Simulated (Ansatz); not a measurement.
# HfO2 (Fm-3m) under uniaxial strain along [001]

Wanted: the shifts of the zone-centre modes of HfO2 (Fm-3m) with strain.

Main program and level: Ansatz 0.2.0; DFT PBEsol, scalar-relativistic, plane waves, PAW; PAW set soft_1.

Most raw output is cut from this account.

## Step 1: Set-up

Symmetry: Fm-3m, No. 225, cubic system. The conventional cell has a = 5.115 Å, b = 5.115 Å, c = 5.115 Å, α = 90.00°, β = 90.00°, γ = 90.00°. Nearest to O lie 4 Hf at 2.21 Å. Nearest to Hf lie 8 O at 2.21 Å. Farther neighbours and most contacts between anions are not listed.

## Step 2: A rough relaxation first

The start is far from rest, so a relaxation with loose tolerances brings it close first.

input.yaml reads:

```yaml
crystal:
  lattice:
    - [0.0, 2.5575, 2.5575]
    - [2.5575, 0.0, 2.5575]
    - [2.5575, 2.5575, 0.0]
  atoms:
    - { symbol: O, position: [0.25, 0.25, 0.25] }
    - { symbol: O, position: [0.75, 0.75, 0.75] }
    - { symbol: Hf, position: [0.0, 0.0, 0.0] }
kpoints:
  mp_grid: { grid: [6, 6, 6] }
hamiltonian:
  xc: pbesol
  pseudopotentials: { kind: paw, azcp: { folder: soft_1 }, xc_functional: pbe }
scf:
  occupations: { method: gaussian, width: 0.1 }
output:
  forces: true
  stress: true
  eigenvalues: true
relax:
  adjacent_minimum: "off"
  f_tol: 0.05
  max_steps: 80
  cell: { stress_tol: 0.5 }
```

The run is started by

```
$ ansatz run input.yaml --threads 4 --pin off --max-ram 10240MiB --backend cpu --events-out ev --progress --plain --runs-dir out
```

Run time: 1.3 s. Hardware: 4 threads of Arm Neoverse V2, shared host; peak memory 0.31 GiB; 3.6 s of CPU time.

Relaxation path:

```
step  energy less that of the first step (eV)  largest force component (eV/Å)  pressure (GPa)  volume (Å³)
   1                                   0.0000                          0.0000          -10.09        33.46
   2                                  -0.0473                          0.0000            2.67        31.81
   3                                  -0.0485                          0.0000           -0.17        32.14
  4*                                  -0.0443                          0.0000           -0.39        32.14
```

Relaxation steps marked * repeat the geometry before them on a plane-wave basis chosen anew for their cell, so energy and pressure can jump there.

Forces are held to the 48 operations that the run works with; a distortion that breaks them can't arise in this run.

```
conventional cell, symmetrised  before  after  change
                         a (Å)   5.115  5.047  -1.3 %
                         b (Å)   5.115  5.047  -1.3 %
                         c (Å)   5.115  5.047  -1.3 %
              volume (Å³/atom)   11.15  10.71  -3.9 %
```

The relaxed structure:

```xyz
3
Lattice="0.0000 2.5235 2.5235 2.5235 0.0000 2.5235 2.5235 2.5235 0.0000" Properties=species:S:1:pos:R:3 pbc="T T T"
O     1.2618    1.2618    1.2618
O     3.7853    3.7853    3.7853
Hf    0.0000    0.0000    0.0000
```

A gap read on the k-mesh alone can miss the band edges.

This step gave:

* pressure: -0.3897 GPa
* gap on the k-mesh: 3.684 eV
* volume per atom: 10.71 Å³

In this step the volume went from 11.15 to 10.71 Å³/atom.

## Step 3: Bringing the structure to rest

The cell and atoms are relaxed, since residual forces and stress would shift the frequencies.

input.yaml, the sections that differ from step 2:

```yaml
crystal:
  lattice:
    - [0.0, 2.5235197264, 2.5235197264]
    - [2.5235197264, 0.0, 2.5235197264]
    - [2.5235197264, 2.5235197264, 0.0]
  atoms:
    - { symbol: O, position: [0.25, 0.25, 0.25] }
    - { symbol: O, position: [0.75, 0.75, 0.75] }
    - { symbol: Hf, position: [0.0, 0.0, 0.0] }
kpoints:
  mp_grid: { grid: [8, 8, 8] }
scf:
  occupations: { method: gaussian, width: 0.02 }
relax:
  adjacent_minimum: "off"
  f_tol: 0.005
  max_steps: 80
  cell: { stress_tol: 0.05 }
# hamiltonian, output: as in step 2
```

The job ended after 1.6 s (4 threads; peak memory 0.32 GiB).

Little changed from the start: no atom moved by 0.005 Å and no cell edge by 0.1 %.

This step gave:

```
pressure          : -0.01139 GPa
gap on the k-mesh : 3.688 eV
volume per atom   : 10.70 Å³
```

In this step the volume went from 10.71 to 10.70 Å³/atom.

## Step 4: Tight relaxation

Phonons need small forces and stress, so the relaxation is finished with tight tolerances on 8×8×8 k points.

input.yaml, the sections that differ from step 3:

```yaml
crystal:
  lattice:
    - [0.0, 2.5222959938, 2.5222959938]
    - [2.5222959938, 0.0, 2.5222959938]
    - [2.5222959938, 2.5222959938, 0.0]
  atoms:
    - { symbol: O, position: [0.25, 0.25, 0.25] }
    - { symbol: O, position: [0.75, 0.75, 0.75] }
    - { symbol: Hf, position: [0.0, 0.0, 0.0] }
scf:
  occupations: { method: fixed }
relax:
  adjacent_minimum: "off"
  f_tol: 0.001
  max_steps: 60
  cell: { stress_tol: 0.01 }
# kpoints, hamiltonian, output: as in step 3
```

Wall time 1.2 s (4 threads); peak memory 0.32 GiB; 3.6 s of CPU time.

Little changed from the start: no atom moved by 0.005 Å and no cell edge by 0.1 %.

Numbers from this step:

- pressure: 0.001677 GPa

The forces vanish by symmetry and the pressure is 0.002 GPa, within the tolerances set. The cell now holds 10.70 Å³/atom.

## Step 5: Zone-centre response at rest

The modes at rest are the reference of the series, and the response to a field gives the dielectric tensor and the Born charges.

input.yaml, the sections that differ from step 4:

```yaml
crystal:
  lattice:
    - [0.0, 2.5222544525, 2.5222544525]
    - [2.5222544525, 0.0, 2.5222544525]
    - [2.5222544525, 2.5222544525, 0.0]
  atoms:
    - { symbol: O, position: [0.25, 0.25, 0.25] }
    - { symbol: O, position: [0.75, 0.75, 0.75] }
    - { symbol: Hf, position: [0.0, 0.0, 0.0] }
output:
  eigenvalues: true
phonons:
  method: dfpt
  dielectric: true
  rigid_motions: translations
# kpoints, hamiltonian, scf: as in step 4
# relax: removed
```

Run time: 8.8 s. Hardware: 4 threads; peak memory 0.58 GiB; 32 s of CPU time.

Numbers from this step:

```yaml
sum_rule_residual_before_enforcement: 1.48e-5 eV/Å²
miss_of_the_charge_sum_rule: 9.08e-6 e
point_group: m-3m
highest_optical_mode_at_the_zone_centre_no_lo_to_term: 580.2 cm⁻¹
lowest_optical_zone_centre_mode: 236.3 cm⁻¹
mean_high_frequency_dielectric_constant: 5.380
largest_born_charge_third_of_the_trace: 5.563 e
mean_static_dielectric_constant: 36.70
top_of_the_zone_centre_spectrum_with_the_field: 617.2 cm⁻¹
```

Without the LO-TO term. Patterns of degenerate modes are one choice out of their space. The modes at Γ (shares of kinetic energy by element, %):

```
mode  frequency (cm⁻¹)  symmetry  O %  Hf %
   1               0.0  acoustic   15    85
   2               0.0  acoustic   15    85
   3               0.0  acoustic   15    85
   4             236.3       T1u   85    15
   5             236.3       T1u   85    15
   6             236.3       T1u   85    15
   7             580.2       T2g  100     0
   8             580.2       T2g  100     0
   9             580.2       T2g  100     0
```

Displacements in mode 4 (236.3 cm⁻¹), the largest set to 1:
```
O1   0.01 -0.01  1.00
O2   0.01 -0.01  1.00
Hf3  0.00  0.00 -0.18
```

Displacements in mode 7 (580.2 cm⁻¹), the largest set to 1:
```
O1   0.00  0.00 -1.00
O2   0.00  0.00  1.00
Hf3  0.00  0.00  0.00
```

Optical modes at the zone centre, without and with the macroscopic field of the longitudinal modes; each column is sorted by frequency, so a row need not hold one and the same mode. Modes with and without the field, by row:

```
rank among optical modes  no field (cm⁻¹)  q along (1, 0, 0) (cm⁻¹)
                       1            236.3                     236.3
                       2            236.3                     236.3
                       3            236.3                     580.2
                       4            580.2                     580.2
                       5            580.2                     580.2
                       6            580.2                     617.2
```

Born charge (rows field, columns displacement) (e), principal values of the symmetric part by kind of site:

```
atom  atoms with these values    low  middle   high   mean
  O1                        2  -2.78   -2.78  -2.78  -2.78
 Hf3                        1   5.56    5.56   5.56   5.56
```

In full for O1:

```
-2.78  0.00  0.00
 0.00 -2.78  0.00
 0.00  0.00 -2.78
```

High-frequency dielectric tensor:

```
5.38 0.00 0.00
0.00 5.38 0.00
0.00 0.00 5.38
```

Static dielectric tensor (ions relaxed, fixed cell):

```
36.70  0.00  0.00
 0.00 36.70  0.00
 0.00  0.00 36.70
```

Transverse modes. Lines of the infrared spectrum (strongest = 100):

```
position (cm⁻¹)  label  relative intensity
            236    T1u                 100
            580    T2g                 0.0
```

Before it was imposed, the acoustic sum rule was missed by 1.5e-5 eV/Å² and the charge sum rule by 9.1e-6 e. Small misses are needed for a sound result but don't prove that mesh and cutoff are converged. The lowest optical mode is real, 236 cm⁻¹.

## Step 6: Relaxation of a member: uniaxial strain of +4 % along [001]

The cell takes a uniaxial strain of +4 % along [001]. The strained length and the angles are held, while the rest of the cell and the atoms relax.

input.yaml, the sections that differ from step 5:

```yaml
crystal:
  lattice:
    - [0.0, 2.5110489967, 2.6231446305]
    - [2.5110489967, 0.0, 2.6231446305]
    - [2.5110489967, 2.5110489967, 0.0]
  atoms:
    - { symbol: O, position: [0.25, 0.25, 0.25] }
    - { symbol: O, position: [0.75, 0.75, 0.75] }
    - { symbol: Hf, position: [0.0, 0.0, 0.0] }
  conventional_axes: [[-1, 1, 1], [1, -1, 1], [1, 1, -1]]
output:
  forces: true
  stress: true
  eigenvalues: true
relax:
  adjacent_minimum: "off"
  f_tol: 0.001
  max_steps: 60
  cell: { stress_tol: 0.01, fix: [c, angles] }
# kpoints, hamiltonian, scf: as in step 5
# phonons: removed
```

The job ended after 3.5 s (4 threads; peak memory 0.36 GiB; 12 s of CPU time).

Step by step:

```
step  energy less that of the first step (eV)  largest force component (eV/Å)  pressure (GPa)  volume (Å³)
   1                                   0.0000                          0.0000           -7.45        33.08
   2                                  -0.0007                          0.0000           -6.54        32.96
   3                                  -0.0006                          0.0000           -6.82        32.99
  4*                                  -0.0002                          0.0000           -6.84        32.99
   5                                  -0.0002                          0.0000           -6.82        32.99
  6*                                  -0.0002                          0.0000           -6.82        32.99
```

Relaxation steps marked * repeat the geometry before them on a plane-wave basis chosen anew for their cell, so energy and pressure can jump there.

Forces are held to the 16 operations that the run works with; a distortion that breaks them can't arise in this run.

```
conventional cell, symmetrised  before  after  change
                         a (Å)   3.551  3.546  -0.1 %
                         b (Å)   3.551  3.546  -0.1 %
                         c (Å)   5.246  5.246  -0.0 %
              volume (Å³/atom)   11.03  11.00  -0.3 %
```

The relaxed structure:

```xyz
3
Lattice="0.0000 2.5077 2.6231 2.5077 0.0000 2.6231 2.5077 2.5077 0.0000" Properties=species:S:1:pos:R:3 pbc="T T T"
O     1.2538    1.2538    1.3116
O     3.7615    3.7615    3.9347
Hf    0.0000    0.0000    0.0000
```

Numbers from this step:

* pressure: -6.825 GPa
* gap on the k-mesh: 3.223 eV
* volume per atom: 11.00 Å³

The forces vanish by symmetry.

## Step 7: Modes of this member: uniaxial strain of +4 % along [001]

The zone-centre modes follow for uniaxial strain of +4 % along [001], with the response to a field.

input.yaml, the sections that differ from step 6:

```yaml
crystal:
  lattice:
    - [0.0, 2.5076931073, 2.6231446305]
    - [2.5076931073, 0.0, 2.6231446305]
    - [2.5076931073, 2.5076931073, 0.0]
  atoms:
    - { symbol: O, position: [0.25, 0.25, 0.25] }
    - { symbol: O, position: [0.75, 0.75, 0.75] }
    - { symbol: Hf, position: [0.0, 0.0, 0.0] }
output:
  eigenvalues: true
phonons:
  method: dfpt
  dielectric: true
  rigid_motions: translations
# kpoints, hamiltonian, scf: as in step 6
# relax: removed
```

Run time: 43 s. Hardware: 4 threads; peak memory 1 GiB; 2.7 min of CPU time.

Numbers from this step:

| Property | Result |
| --- | --- |
| sum-rule residual before enforcement | 1.82e-4 eV/Å² |
| miss of the charge sum rule | 1.31e-5 e |
| point group | 4/mmm |
| highest optical mode at the zone centre (no LO-TO term) | 579.3 cm⁻¹ |
| lowest optical zone-centre mode | 192.1 cm⁻¹ |
| mean high-frequency dielectric constant | 5.420 |
| largest Born charge (third of the trace) | 5.561 e |
| mean static dielectric constant | 47.01 |
| top of the zone-centre spectrum with the field | 602.6 cm⁻¹ |

Without the LO-TO term. Patterns of degenerate modes are one choice out of their space. Modes at Γ, with each element's share of the kinetic energy:

```
mode  frequency (cm⁻¹)  symmetry  O %  Hf %
   1               0.0  acoustic   15    85
   2               0.0  acoustic   15    85
   3               0.0  acoustic   15    85
   4             192.1       A2u   85    15
   5             208.7        Eu   85    15
   6             208.7        Eu   85    15
   7             504.1       B1g  100     0
   8             579.3        Eg  100     0
   9             579.3        Eg  100     0
```

Displacements in mode 4 (192.1 cm⁻¹), the largest set to 1:
```
O1   0.00  0.00  1.00
O2   0.00  0.00  1.00
Hf3  0.00  0.00 -0.18
```

Displacements in mode 6 (208.7 cm⁻¹), the largest set to 1:
```
O1   0.36  1.00  0.00
O2   0.36  1.00  0.00
Hf3 -0.06 -0.18  0.00
```

Transverse modes. Infrared lines, with heights relative to the strongest:

```
position (cm⁻¹)  label  relative intensity
            192    A2u                  56
            209     Eu                 100
            504    B1g                 0.0
            579     Eg                 0.0
```

Without the LO-TO term the lowest optical mode is real, 192 cm⁻¹, and the highest lies at 579.3 cm⁻¹.

## Step 8: A member of the series: uniaxial strain of -4 % along [001]

The cell takes a uniaxial strain of -4 % along [001]. The strained length and the angles are held, while the rest of the cell and the atoms relax.

input.yaml, the sections that differ from step 7:

```yaml
crystal:
  lattice:
    - [0.0, 2.5350749139, 2.4213642744]
    - [2.5350749139, 0.0, 2.4213642744]
    - [2.5350749139, 2.5350749139, 0.0]
  atoms:
    - { symbol: O, position: [0.25, 0.25, 0.25] }
    - { symbol: O, position: [0.75, 0.75, 0.75] }
    - { symbol: Hf, position: [0.0, 0.0, 0.0] }
  conventional_axes: [[-1, 1, 1], [1, -1, 1], [1, 1, -1]]
output:
  forces: true
  stress: true
  eigenvalues: true
relax:
  adjacent_minimum: "off"
  f_tol: 0.001
  max_steps: 60
  cell: { stress_tol: 0.01, fix: [c, angles] }
# kpoints, hamiltonian, scf: as in step 7
# phonons: removed
```

Wall time 3.5 s (4 threads); peak memory 0.35 GiB.

Step by step:

```
step  energy less that of the first step (eV)  largest force component (eV/Å)  pressure (GPa)  volume (Å³)
   1                                   0.0000                          0.0000            8.76        31.12
   2                                   0.0002                          0.0000            7.40        31.26
   3                                   0.0000                          0.0000            7.68        31.23
  4*                                  -0.0005                          0.0000            7.72        31.23
   5                                  -0.0005                          0.0000            7.69        31.24
  6*                                  -0.0005                          0.0000            7.69        31.24
```

Relaxation steps marked * repeat the geometry before them on a plane-wave basis chosen anew for their cell, so energy and pressure can jump there.

The run keeps the 16 symmetry operations that it works with, so distortions that break them were not tested.

```
conventional cell, symmetrised  before  after  change
                         a (Å)   3.585  3.592  +0.2 %
                         b (Å)   3.585  3.592  +0.2 %
                         c (Å)   4.843  4.843  +0.0 %
              volume (Å³/atom)   10.37  10.41  +0.4 %
```

The relaxed structure:

```
O Hf
1.0
     0.00000    2.53968    2.42136
     2.53968    0.00000    2.42136
     2.53968    2.53968    0.00000
O Hf
2 1
Cartesian
  1.2698 1.2698 1.2107
  3.8095 3.8095 3.6320
  0.0000 0.0000 0.0000
```

This step gave:

```yaml
pressure: 7.689 GPa
gap_on_the_k_mesh: 3.193 eV
volume_per_atom: 10.41 Å³
```

The forces vanish by symmetry.

The cell grew by 0.4 % in volume.

## Step 9: Modes of this member: uniaxial strain of -4 % along [001]

The zone-centre modes follow for uniaxial strain of -4 % along [001], with the response to a field.

input.yaml, the sections that differ from step 8:

```yaml
crystal:
  lattice:
    - [0.0, 2.5396819082, 2.4213642744]
    - [2.5396819082, 0.0, 2.4213642744]
    - [2.5396819082, 2.5396819082, 0.0]
  atoms:
    - { symbol: O, position: [0.25, 0.25, 0.25] }
    - { symbol: O, position: [0.75, 0.75, 0.75] }
    - { symbol: Hf, position: [0.0, 0.0, 0.0] }
output:
  eigenvalues: true
phonons:
  method: dfpt
  dielectric: true
  rigid_motions: translations
# kpoints, hamiltonian, scf: as in step 8
# relax: removed
```

Run time: 37 s. Hardware: 4 threads; peak memory 1 GiB.

Numbers from this step:

```
sum-rule residual before enforcement                    : 5.97e-5 eV/Å²
miss of the charge sum rule                             : 4.24e-6 e
highest optical mode at the zone centre (no LO-TO term) : 658.9 cm⁻¹
lowest optical zone-centre mode                         : 258.5 cm⁻¹
mean high-frequency dielectric constant                 : 5.397
largest Born charge (third of the trace)                : 5.585 e
mean static dielectric constant                         : 32.28
top of the zone-centre spectrum with the field          : 658.9 cm⁻¹
```

Without the LO-TO term. Patterns of degenerate modes are one choice out of their space. The modes at Γ (shares of kinetic energy by element, %):

```
mode  frequency (cm⁻¹)  symmetry  O %  Hf %
   1               0.0  acoustic   15    85
   2               0.0  acoustic   15    85
   3               0.0  acoustic   15    85
   4             258.5        Eu   85    15
   5             258.5        Eu   85    15
   6             262.3       A2u   85    15
   7             573.2        Eg  100     0
   8             573.2        Eg  100     0
   9             658.9       B1g  100     0
```

Transverse modes. Lines of the infrared spectrum (strongest = 100):

```
position (cm⁻¹)  label  relative intensity
            258     Eu                 100
            262    A2u                  45
            573     Eg                 0.0
            659    B1g                 0.0
```

Without the LO-TO term the lowest optical mode is real, 258 cm⁻¹, and the highest lies at 658.9 cm⁻¹.

Between step 5 and this run (strain -4 %) the value for the highest optical mode at the zone centre (no LO-TO term) moves from 580 cm⁻¹ to 659 cm⁻¹ (+14 %).

(Part 1 of 2 ends here.)

[Logs are printed without paths, hosts, clocks, repeated set-up lines and the standing remarks that a program may print on its own settings, such as how far it seeks lower states.]

[Hosts, paths, dates, database ids (printed as entryN), source tags and the programs' standing remarks are cut or masked in the printed files.]
